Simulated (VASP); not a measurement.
Input of a VASP 6.6.1 run:

File INCAR:

```
SYSTEM = CO2
PREC = Accurate
ENCUT = 520
EDIFF = 1E-6
ISMEAR = 0
SIGMA = 0.02
LREAL = .FALSE.
LASPH = .TRUE.
NELM = 100
ALGO = Normal
ISIF = 2
LWAVE = .FALSE.
LCHARG = .FALSE.
GGA = CA
NBANDS = 25
```

The input KPOINTS:

```
Automatic mesh
0
G
  8 8 8
  0 0 0
```

POSCAR

```
CO2
1.0
   -1.9342954210      1.9342954210      2.9473067040
    1.9342954210     -1.9342954210      2.9473067040
    1.9342954210      1.9342954210     -2.9473067040
C O
2 4
Direct
    0.0000000000      0.0000000000      0.0000000000
    0.7500000000      0.2500000000      0.5000000000
    0.3750000000      0.2940865991      0.4190865991
    0.7059134009      0.1250000000      0.0809134009
    0.8750000000      0.9559134009      0.5809134009
    0.0440865991      0.6250000000      0.9190865991
```

Potentials or basis: VASP PAW LDA potentials, release 64 (C, O).

The run is started by

```sh
$ cat potpaw_LDA.64/C/POTCAR potpaw_LDA.64/O/POTCAR > POTCAR
$ mpirun -np 1 vasp_std > vasp.out
```

**Question.** Predict the band gap on the k mesh.

**Answer.** 7.52 eV, indirect (least direct gap 8.00 eV).

**Question.** Estimate the largest force.

**Answer.** 0.141 eV/Å.

Stress tensor (GPa, compression positive):
```
2.63 0.00 0.00
0.00 2.63 0.00
0.00 0.00 2.22
```

A k mesh can miss the band edges. LDA gaps usually lie below the measured ones, often by a third to a half.
